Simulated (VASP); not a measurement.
Crystal: Nb.

```
Nb
1.0
    -1.66395    1.66395    1.66395
     1.66395   -1.66395    1.66395
     1.66395    1.66395   -1.66395
Nb
1
Direct
  0.00000 0.00000 0.00000
```

Base run:

```yaml
Program: VASP 6.6.1
Functional: LDA
Potentials_or_basis: VASP PAW LDA potentials, release 54 (Nb_sv)
Cutoff: 520 eV
k_mesh: 11 × 11 × 11
Occupations: gaussian, width 0.1 eV
Spin: no spin polarisation
```

Its results: band gap on the k mesh none (metal or under the smearing width); pressure -11.7 GPa.

Question: The run is repeated on the same cell with these changes: potentials or basis from VASP PAW LDA potentials, release 54 (Nb_sv) to VASP PAW LDA potentials, release 64 (Nb_sv_GW); cutoff from 520 eV to 550 eV; further incar settings from ALGO = Normal; EDIFF = 1.00e-07 to ALGO = Normal; EDIFF = 1.00e-06; NBANDS = 12. What comes out?

Answer: Band gap on the k mesh none (metal or under the smearing width); pressure -12.3 GPa.
